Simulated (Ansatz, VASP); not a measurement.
# Mg, level by level in two programs

```
CELL_PARAMETERS angstrom
3.20930 0.00000 0.00000
-1.60465 2.77934 0.00000
0.00000 0.00000 5.21030
ATOMIC_POSITIONS crystal
Mg 0.66667 0.33333 0.75000
Mg 0.33333 0.66667 0.25000
```

Single points on this cell with VASP 6.6.1 and Ansatz 0.2.0. Each row is one pair of runs. Alike in all rows: spin: off.

```tsv
level	k mesh	smearing	VASP's potentials, cutoff	Ansatz's potentials, cutoff	gap on the k mesh at the Fermi level (eV), VASP	gap on the k mesh at the Fermi level (eV), Ansatz	pressure (GPa), VASP	pressure (GPa), Ansatz	largest component of the traceless stress (GPa), VASP	largest component of the traceless stress (GPa), Ansatz
PBE	8 × 8 × 5	fermi-dirac, width 0.05 eV	VASP PAW PBE potentials, release 64 (Mg), 520 eV	Ansatz PAW, 420 eV	none	none	-0.5	-0.4	0.21	0.21
LDA	10 × 10 × 5	fermi-dirac, width 0.05 eV	VASP PAW LDA potentials, release 64 (Mg), 520 eV	Ansatz PAW, 420 eV	none	none	-2.7	-2.4	0.88	0.88
r2SCAN	10 × 10 × 5	fermi-dirac, width 0.05 eV	VASP PAW PBE potentials, release 64 (Mg), 520 eV	Ansatz PAW, 500 eV	none	none	-1.3	-1.0	0.58	0.57
PBE	10 × 10 × 5	gaussian, width 0.05 eV	VASP PAW PBE potentials, release 64 (Mg), 520 eV	Ansatz PAW, 420 eV	none	none	-0.5	-0.4	0.64	0.63
PBE+D3(BJ)	10 × 10 × 5	fermi-dirac, width 0.05 eV	VASP PAW PBE potentials, release 64 (Mg), 520 eV	Ansatz PAW, 420 eV	none	none	-2.4	-2.3	0.78	0.78
PBEsol+D3(BJ)	10 × 10 × 5	fermi-dirac, width 0.05 eV	VASP PAW PBE potentials, release 64 (Mg), 520 eV	Ansatz PAW, 420 eV	none	none	-3.0	-2.9	0.77	0.77
RPBE+D3(BJ)	10 × 10 × 5	fermi-dirac, width 0.05 eV	VASP PAW PBE potentials, release 64 (Mg), 520 eV	Ansatz PAW, 420 eV	?	none	?	-12.9	?	0.70
```

Task: Fill in what VASP gave in row 7.

Result: gap on the k mesh at the Fermi level (eV): none; pressure (GPa): -13.1; largest component of the traceless stress (GPa): 0.70.

A gap of «none» marks a metal or a gap that the smearing closes.

Caveats: pairwise dispersion overbinds metals, which lowers pressure and volume (some rows); the PAW data sets were made with another functional, which shifts forces and pressure a little (VASP); the PAW data sets come from PBE, with cores solved anew for the run's functional, which leaves a small shift of forces and pressure (Ansatz).
